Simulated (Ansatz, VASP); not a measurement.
**Two plane-wave programs on Hg**

INCAR

```
SYSTEM = Hg
PREC = Accurate
ENCUT = 520
EDIFF = 1E-6
ISMEAR = -1
SIGMA = 0.1
LREAL = .False.
LASPH = .True.
NELM = 100
ALGO = Normal
ISIF = 2
LWAVE = .False.
LCHARG = .True.
GGA = PE
LELF = .True.
LVHAR = .True.
NBANDS = 12
```

Contents of KPOINTS:

```
regular mesh
0
Gamma
  10 10 10
  0 0 0
```

File POSCAR:

```
Hg
1.0
    2.0783995336      1.1999645302      1.9747385792
   -2.0783995336      1.1999645302      1.9747385792
    0.0000000000     -2.3999290604      1.9747385791
Hg
1
Direct
    0.0000000000      1.0000000000      0.0000000000
```

Input for Ansatz:

```yaml
crystal:
  lattice:
    - [2.0783995336, 1.1999645302, 1.9747385792]
    - [-2.0783995336, 1.1999645302, 1.9747385792]
    - [0.0, -2.3999290604, 1.9747385791]
  atoms:
    - { symbol: Hg, position: [0.0, 1.0, 0.0] }
hamiltonian:
  xc: pbe
  pseudopotentials:
    kind: paw
    azcp:
      Hg: "pseudopotentials/Hg.paw.azcp"
basis:
  ecutwfc: 600
  fft_grid_basis: typed
kpoints:
  mp_grid: { grid: [10, 10, 10], shift: [0, 0, 0] }
magnetization:
  spin_polarized: false
scf:
  occupations: { method: fermi_dirac, width: 0.1 }
  lower_state_search: "off"
output:
  stress: true
```

Alike in both runs: task single point; functional PBE; k mesh 10 × 10 × 10; occupations fermi-dirac, width 0.1 eV; no spin polarisation.

|  | VASP | Ansatz |
| --- | --- | --- |
| version | VASP 6.6.1 | Ansatz 0.2.0 |
| potentials or method | VASP PAW PBE potentials, release 64 (Hg) | plane waves (600 eV) with PAW, scalar-relativistic |
| plane-wave cutoff (eV) | 520 | 600 |
| valence electrons in the cell | 12 | 20 |

Ansatz gave:

| Item | Value |
| --- | --- |
| pressure (GPa) | -0.1 |
| largest component of the traceless stress (GPa) | 0.18 |

**Question.** Estimate VASP's values.

**Answer.** Pressure (GPa): 0.1; largest component of the traceless stress (GPa): 0.14.

The two sets of potentials don't hold the same shells in valence.

Spin-orbit coupling is left out, which matters for the levels of Hg.
